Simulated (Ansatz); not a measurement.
**A film clamped to a substrate in KBr**

The calculation used DFT PBEsol, scalar-relativistic, plane waves, PAW in Ansatz. Settings: plane waves to 420 eV, k-mesh 6×6×6 (Γ-centred), Gaussian smearing 0.05 eV. No spin polarisation. Energies are free energies at this smearing, counted from the undisturbed cell; pressure is positive in compression.

The undisturbed cell (as given, not relaxed at this level; it stands at -0.2 GPa):

```
CELL_PARAMETERS angstrom
0.00000 3.29250 3.29250
3.29250 0.00000 3.29250
3.29250 3.29250 0.00000
ATOMIC_POSITIONS crystal
K 0.00000 0.00000 0.00000
Br 0.50000 0.50000 0.50000
```

The cell (2 atoms, V0 = 71.39 Å³) is strained by p along both x and y and by q along z, fractional coordinates fixed. τp = (1/V0) ∂E/∂p = (σxx + σyy)(1 + p)(1 + q) and τq = (1/V0) ∂E/∂q = σzz(1 + p)², with tension positive.

| p | q | ΔE (meV/atom) | τp (GPa) | τq (GPa) |
| --- | --- | --- | --- | --- |
| 0.000 | 0.000 | 0.00 | 0.47 | 0.23 |
| -0.040 | 0.000 | 12.29 | -3.57 | -0.14 |
| 0.040 | 0.000 | 15.60 | 2.81 | 0.62 |
| 0.000 | -0.040 | 5.26 | 0.08 | -1.58 |
| 0.000 | 0.040 | 7.00 | 0.84 | 1.23 |

Question: Get the second derivatives of the energy density.

Answer: Central differences give A = ∂τp/∂p = 80 GPa (C11 + C22 + 2 C12), C = ∂τq/∂q = 35 GPa (C33) and the cross term B = ∂τq/∂p = 9.5 GPa (C13 + C23); ∂τp/∂q = 9.5 GPa must equal B, and any difference shows higher-order terms. Steps this large leave an error of some per cent of A or C in all of these, which can swamp a small B. The ions are clamped. In a cubic crystal C11 = C = 35, C12 = B/2 = 4.7 GPa and A should be 2(C11 + C12) = 80 GPa; the bulk modulus is (C11 + 2 C12)/3 = 14.9 GPa.

Question: A film of this crystal grows with z along the normal on a substrate that imposes p. How does its thickness respond, and what does the misfit cost?

Answer: Count p and q from the stress-free cell. A free surface needs τq = 0, so q = −(B/C) p = -0.27 p. The energy density left is (A − B²/C) p²/2 = M p², with the biaxial modulus M = 39 GPa; a misfit of 1 % costs 0.86 meV/atom, against 0.89 meV/atom if the thickness were held.

At p = 0.080 the energies along q are 64.6 (q = -0.080), 45.0 (q = -0.040), 46.9 (q = 0.000), 60.7 (q = 0.040), 80.5 (q = 0.080) meV/atom.

Question: Does the linear rule hold at this misfit?

Answer: A parabola through the lowest point and its neighbours has its minimum at q = -0.023, 43.2 meV/atom. With the stress left in the starting cell, τp0 and τq0, linear elasticity gives q = −(τq0 + Bp)/C = -0.028 and E = V0(τp0 p + τq0 q + Ap²/2 + Bpq + Cq²/2)/N = 62.1 meV/atom. The energies differ by more than a tenth, so the quadratic law fails here: the gap holds the anharmonic part, with some error from the wide steps. Cubic terms also shift the vertex of so wide a parabola.